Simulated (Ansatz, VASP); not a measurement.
## Two plane-wave programs on C3N

The input INCAR:

```
SYSTEM = C3N
  PREC = Accurate
  ENCUT = 520
  EDIFF = 1E-6
  ISMEAR = 0
  SIGMA = 0.1
  LREAL = .False.
  LASPH = .True.
  NELM = 60
  ALGO = Normal
  ISIF = 2
  LWAVE = .False.
  LCHARG = .False.
  GGA = PE
  NBANDS = 27
```

Contents of KPOINTS:

```
regular mesh
0
Gamma
  6 6 4
  0 0 0
```

POSCAR

```
C3N
1.0
    5.0362809500      0.0000000000      0.0000000000
   -2.5181404800      4.3615472500      0.0000000000
    0.0000000000      0.0000000000      4.0693699800
C N
6 2
Direct
    0.1627914900      0.3255829800      0.2500000000
    0.1627914900      0.8372085100      0.2500000000
    0.6744170200      0.8372085100      0.2500000000
    0.8372085100      0.6744170200      0.7500000000
    0.8372085100      0.1627914900      0.7500000000
    0.3255829800      0.1627914900      0.7500000000
    0.3333333300      0.6666666700      0.7500000000
    0.6666666700      0.3333333300      0.2500000000
```

Input for Ansatz:

```yaml
crystal:
  lattice:
    - [5.03628095, 0.0, 0.0]
    - [-2.51814048, 4.36154725, 0.0]
    - [0.0, 0.0, 4.06936998]
  atoms:
    - { symbol: C, position: [0.16279149, 0.32558298, 0.25] }
    - { symbol: C, position: [0.16279149, 0.83720851, 0.25] }
    - { symbol: C, position: [0.67441702, 0.83720851, 0.25] }
    - { symbol: C, position: [0.83720851, 0.67441702, 0.75] }
    - { symbol: C, position: [0.83720851, 0.16279149, 0.75] }
    - { symbol: C, position: [0.32558298, 0.16279149, 0.75] }
    - { symbol: "N", position: [0.33333333, 0.66666667, 0.75] }
    - { symbol: "N", position: [0.66666667, 0.33333333, 0.25] }
basis:
  ecutwfc: 420
kpoints:
  mp_grid: { grid: [6, 6, 4] }
hamiltonian:
  xc: pbe
scf:
  occupations: { method: gaussian, width: 0.1 }
  lower_state_search: "off"
output:
  forces: true
  stress: true
  eigenvalues: true
```

Change from the starting cell: species swapped into the InRh3 type (P6_3/mmc, No. 194).

Alike in both runs: task single point; functional PBE; k mesh 6 × 6 × 4; occupations gaussian, width 0.1 eV; no spin polarisation.

|  | VASP | Ansatz |
| --- | --- | --- |
| version | VASP 6.6.1 | Ansatz 0.2.0 |
| potentials or method | VASP PAW PBE potentials, release 64 (C, N) | scalar-relativistic, plane waves, PAW |
| plane-wave cutoff (eV) | 520 | 420 |
| valence electrons in the cell | 34 | 34 |

```csv
,VASP,Ansatz,Ansatz less VASP
gap on the k mesh at the Fermi level (eV),none,none,-
rms of the force components (eV/Å),0.159,0.158,-0.0005
```

Atom by atom the forces differ by 0.000 eV/Å (rms over components). A gap of «none» marks a metal or a gap that the smearing closes.

Caveats: the k mesh is coarse (spacing up to 0.39 Å⁻¹), so the values aren't converged.
